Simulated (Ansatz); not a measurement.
Runs of Ansatz 0.2.0 on Ir. Symmetry: Fm-3m, No. 225, cubic system. The conventional cell has a = 3.831 Å, b = 3.831 Å, c = 3.831 Å, α = 90.00°, β = 90.00°, γ = 90.00°. Ir (site symmetry m-3m) has 12 Ir at 2.71 Å as nearest neighbours. 

```csv
task,level,potentials or basis,spin,cell,k mesh,cutoff (eV),gap on the mesh (eV),pressure (GPa),relaxed volume (Å³/atom)
band structure,LDA,"all-electron LAPW, relativistic spinors","SOC, no magnetisation",as given,9 × 9 × 9,284,-,(a),-
relaxation of cell and atoms,revPBE,"all-electron LAPW, scalar-relativistic",off,relaxed,12 × 12 × 12,-,-,0.0,14.60
relaxation of cell and atoms,PBEsol,"all-electron LAPW, scalar-relativistic",off,relaxed,12 × 12 × 12,-,-,0.0,14.03
relaxation of cell and atoms,RPBE,"all-electron LAPW, scalar-relativistic",off,relaxed,12 × 12 × 12,-,-,0.0,14.65
relaxation of cell and atoms,LDA,"all-electron LAPW, relativistic spinors","SOC, no magnetisation",relaxed,9 × 9 × 9,-,-,0.0,13.84
single point,PBE,"all-electron LAPW, scalar-relativistic",off,strain = 0.01,12 × 12 × 12,284,none,(b),-
relaxation of cell and atoms,BLYP,"all-electron LAPW, scalar-relativistic",off,relaxed,12 × 12 × 12,-,-,0.0,15.22
single point,PBE,"all-electron LAPW, scalar-relativistic",off,strain = -0.01,12 × 12 × 12,288,none,15.3,-
single point,PBE,"all-electron LAPW, scalar-relativistic",off,strain = 0.02,12 × 12 × 12,284,none,3.5,-
relaxation of cell and atoms,PBE,"all-electron LAPW, scalar-relativistic",off,relaxed,12 × 12 × 12,-,-,0.0,14.48
relaxation of cell and atoms,LDA,"all-electron LAPW, scalar-relativistic",off,relaxed,9 × 9 × 9,-,-,0.0,13.82
relaxation of cell and atoms,LDA,"all-electron LAPW, scalar-relativistic",off,relaxed,12 × 12 × 12,-,-,0.0,13.82
```

Alike in all rows: smearing fermi-dirac 0.05 eV; basis error allowed 0.001 eV/atom.

Q: Fill in the values left out.

A: (a) -6.0; (b) 7.2.

Caveats: the k mesh is thin for a metal, which can move the energy by tens of meV per atom (some runs).

A k mesh can miss the band edges, and rows without SOC leave out spin-orbit coupling on Ir.

A gap of «none» marks a metal or a gap under the smearing width.
